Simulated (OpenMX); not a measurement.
Ge in OpenMX: the effect of dispersion

Ge:

```xyz
2
Lattice="1.4881 -2.5947 0.0000 1.4881 2.5947 0.0000 0.0000 0.0000 4.7276" Properties=species:S:1:pos:R:3 pbc="T T T"
Ge    1.4881    0.8643    1.1819
Ge    1.4881   -0.8643    3.5457
```

This isn't the form of Ge at room conditions, which is diamond.

Alike in all runs:

| Quantity | Value |
| --- | --- |
| Program | OpenMX 3.8.5 |
| Task | single point |
| Functional | PBE |
| Potentials or basis | OpenMX 2013 PBE set, Ge7.0-s3p2d2, grid cutoff 300 Ry |
| k mesh | 7 × 7 × 5 |
| Occupations | fermi-dirac, width 0.05 eV |
| Spin | no spin polarisation |

Question: One run gave: pressure 5.2 GPa. Which dispersion did it use?
A. D4
B. none
C. D3
D. D3(BJ)

Answer: B.

```tsv
dispersion	pressure (GPa)
none	5.2
D3	3.3
D3(BJ)	1.9
D4	1.9
```

Caveats: the basis of atomic orbitals isn't converged, which shifts pressures, moduli and gaps; pairwise dispersion overbinds metals, which lowers pressure and volume (some runs).
